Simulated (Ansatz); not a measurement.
**Property card for SnSe**

All numbers below come from DFT r2SCAN, scalar-relativistic, plane waves, PAW (Ansatz).

Plane waves to 500 eV, a k mesh through Γ of 4×6×6 on the computed 8-atom cell and Gaussian smearing (0.02 eV); no spin polarisation.

The structure is relaxed at this level of theory with its symmetry kept.

```cif
data_structure
_symmetry_space_group_name_H-M 'P 1'
_symmetry_Int_Tables_number 1
_cell_length_a 11.6762
_cell_length_b 4.1250
_cell_length_c 4.6975
_cell_angle_alpha 90.000
_cell_angle_beta 90.000
_cell_angle_gamma 90.000
_cell_volume 226.25
loop_
_atom_site_label
_atom_site_type_symbol
_atom_site_fract_x
_atom_site_fract_y
_atom_site_fract_z
_atom_site_occupancy
Sn1 Sn 0.12006 0.25000 0.12461 1
Sn2 Sn 0.37994 0.75000 0.62461 1
Sn3 Sn 0.62006 0.25000 0.37539 1
Sn4 Sn 0.87994 0.75000 0.87539 1
Se1 Se 0.35210 0.25000 0.01179 1
Se2 Se 0.14790 0.75000 0.51179 1
Se3 Se 0.85210 0.25000 0.48821 1
Se4 Se 0.64790 0.75000 0.98821 1
```

Problem. Formation energy from the elements' standard states (uncorrected)?

Solution. -0.456 eV/atom.

Problem. Generalised Kohn–Sham band gap?

Solution. 1.01 eV, indirect from (0.000, 0.000, 0.320) to (0.000, 0.341, 0.000).

Problem. Löwdin character of the top 1 eV of the valence band?

Solution. Se 4p 58 %, Sn 5s 21 %, Sn 5p 18 %.

Problem. Löwdin character of the lowest 1 eV of the conduction band?

Solution. Sn 5p 63 %, Se 4p 17 %, Se 4s 8 %, Sn 5s 8 %.

Problem. Electron masses at the edge by Cartesian direction of the standard setting (m_e; degenerate bands sorted by energy; no spin-orbit coupling)?

Solution. x: 0.63; y: 0.21; z: 0.20.

Problem. Hole masses at the edge by Cartesian direction of the standard setting (m_e; degenerate bands sorted by energy; no spin-orbit coupling)?

Solution. x: 0.60; y: 0.93; z: 0.19.

Problem. Bader charges (e)?

Solution. Sn (4 in the cell) 0.87, Se (4 in the cell) -0.87.

Cost: 3 runs of about 31 core-minutes in all, on Intel Xeon Processor @ 2.50GHz (Skylake/Cascade Lake) (shared hosts).